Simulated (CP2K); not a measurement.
Si2W:

```xyz
3
Lattice="4.5267 0.0000 0.0000 2.2450 3.9308 0.0000 -3.3859 -1.9654 2.2725" Properties=species:S:1:pos:R:3 pbc="T T T"
W     0.0000    0.0000    0.0000
Si    4.5052    2.6151    0.0000
Si    2.2665    1.3156    0.0000
```

Base run:

```yaml
Program: CP2K 2026.2
Functional: PBEsol
Potentials_or_basis: POTENTIAL_UZH W GTH-PBE-q14, Si GTH-PBE-q4; TZVP-MOLOPT-PBE-GTH basis
Density_cutoff: 9184 eV
k_mesh: 12 × 12 × 12
Occupations: fermi-dirac, width 0.05 eV
Spin: no spin polarisation
```

Its results: band gap on the k mesh none (metal or under the smearing width); pressure -0.4 GPa; largest force 0.029 eV/Å.

**Question.** After a change of settings the same cell gave: band gap on the k mesh none (metal or under the smearing width); pressure 5.4 GPa; largest force 0.005 eV/Å. Which change was it?
A. functional from PBEsol to LDA
B. functional from PBEsol to optB88-vdW
C. functional from PBEsol to HLE17
D. functional from PBEsol to BEEF-vdW

**Answer.** B.

Caveats: the potentials were made for another functional, which shifts forces and pressure; spin-orbit coupling is left out, which moves the levels of the heavy elements; the basis of atomic orbitals isn't converged, which shifts pressures, moduli and gaps.

Runs at the PBE level aren't shown here.
